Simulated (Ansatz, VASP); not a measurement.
**SiC in VASP and in Ansatz**

INCAR

```
PREC     = Accurate       # precision mode
ENCUT    = 520            # plane-wave cutoff, eV
EDIFF    = 1E-6           # SCF threshold, eV
ISMEAR   = 0              # smearing method
SIGMA    = 0.05           # smearing width, eV
LREAL    = F              # projectors in reciprocal space
LASPH    = T              # aspherical terms in the spheres
NELM     = 100            # most SCF steps
ALGO     = Normal         # electronic algorithm
ISIF     = 2              # what is computed and relaxed
LWAVE    = F              # write WAVECAR
LCHARG   = F              # write CHGCAR
GGA      = PE             # functional
NBANDS   = 11             # bands
```

The input KPOINTS:

```
regular mesh
0
Gamma
  12 12 12
```

File POSCAR:

```
SiC
1.0
    0.0000000000      2.1087800000      2.2066100000
    2.1087800000      0.0000000000      2.2066100000
    2.1087800000      2.1087800000      0.0000000000
Si C
1 1
Direct
    0.0000000000      0.0000000000      0.0000000000
    0.7500000000      0.7500000000      0.7500000000
```

Input for Ansatz:

```yaml
crystal:
  lattice:
    - [0.0, 2.10878, 2.20661]
    - [2.10878, 0.0, 2.20661]
    - [2.10878, 2.10878, 0.0]
  atoms:
    - { symbol: Si, position: [0.0, 0.0, 0.0] }
    - { symbol: C, position: [0.75, 0.75, 0.75] }
basis:
  ecutwfc: 420
kpoints:
  mp_grid: { grid: [12, 12, 12] }
hamiltonian:
  xc: pbe
scf:
  occupations: { method: gaussian, width: 0.05 }
output:
  forces: true
  stress: true
  eigenvalues: true
```

Change from the starting cell: strain -0.030 along x and y, +0.015 along z, atoms carried along.

Alike in both runs: task single point; functional PBE; k mesh 12 × 12 × 12; occupations gaussian, width 0.05 eV; no spin polarisation.

```csv
,VASP,Ansatz
version,VASP 6.6.1,Ansatz 0.2.0
potentials or method,"VASP PAW PBE potentials, release 64 (Si, C)","scalar-relativistic, plane waves, PAW"
plane-wave cutoff (eV),520,420
valence electrons in the cell,8,8
```

```csv
,VASP,Ansatz,Ansatz less VASP
gap on the k mesh at the Fermi level (eV),1.06,1.06,+0.003
least direct gap on the mesh (eV),4.54,4.55,+0.006
pressure (GPa),16.2,16.3,+0.09
largest component of the traceless stress (GPa),8.64,8.61,-0.025
```

Caveats: so large a pressure means that the cell lies far from this level's equilibrium, or that cutoff or potentials fall short (VASP). A k mesh can miss the band edges.
